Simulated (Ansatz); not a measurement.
Runs of Ansatz 0.2.0 on HgTe (Coloradoite). It takes space group F-43m (No. 216, cubic). Conventional cell: a = 6.429 Å, b = 6.429 Å, c = 6.429 Å, α = 90.00°, β = 90.00°, γ = 90.00°. Around Hg (site symmetry -43m) lie 4 Te at 2.78 Å. Te (site symmetry -43m) is surrounded by 4 Hg at 2.78 Å. 

| task | level | potentials or basis | cell | k mesh | cutoff (eV) | smearing | basis error allowed | gap on the mesh (eV) | pressure (GPa) | V0 of scaled cells (Å³/atom) | relaxed volume (Å³/atom) | B0 (GPa) |
| --- | --- | --- | --- | --- | --- | --- | --- | --- | --- | --- | --- | --- |
| single point | PBE | all-electron LAPW, scalar-relativistic | as given | 7 × 7 × 7 | 262 | gaussian 0.015 eV | 0.001 eV/atom | none | 4.6 | - | - | - |
| band structure | PBEsol | all-electron LAPW, scalar-relativistic | as given | 7 × 7 × 7 | 262 | fermi-dirac 0.05 eV | 0.001 eV/atom | - | 1.8 | - | - | - |
| equation of state | LDA | all-electron LAPW, scalar-relativistic | as given | 7 × 7 × 7 | - | fermi-dirac 0.05 eV | 0.001 eV/atom | - | - | (a) | - | (b) |
| equation of state | PBEsol | all-electron LAPW, scalar-relativistic | as given | 7 × 7 × 7 | - | fermi-dirac 0.05 eV | 0.0005 eV/atom | - | - | 34.51 | - | (c) |
| relaxation of cell and atoms | PBEsol+D3(BJ) | all-electron LAPW, scalar-relativistic | relaxed | 7 × 7 × 7 | - | fermi-dirac 0.05 eV | 0.001 eV/atom | - | 0.0 | - | 33.22 | - |
| band structure | PBEsol | all-electron LAPW, scalar-relativistic | as given | 5 × 5 × 5 | 262 | fermi-dirac 0.05 eV | 0.001 eV/atom | - | 1.9 | - | - | - |
| density of states | PBEsol | all-electron PAW datasets made for the crystal | as given | 7 × 7 × 7 | 240 | fermi-dirac 0.05 eV | - | none | 1.8 | - | - | - |
| relaxation of cell and atoms | PBE+D4 | all-electron LAPW, scalar-relativistic | relaxed | 7 × 7 × 7 | - | fermi-dirac 0.05 eV | 0.001 eV/atom | - | 0.0 | - | 35.02 | - |

Alike in all rows: no spin polarisation.

**Question.** Fill in the values left out.

**Answer.** (a) 33.33; (b) 47; (c) 42.

Caveats: the k mesh is thin for a metal, which can move the energy by tens of meV per atom (some runs); the program warned that the printed levels may be off, so bands, gaps and densities of states are rough (some runs).

A k mesh can miss the band edges, and the runs leave out spin-orbit coupling on Hg, Te.

A gap of «none» marks a metal or a gap under the smearing width.

Not every run made on this cell is shown here.
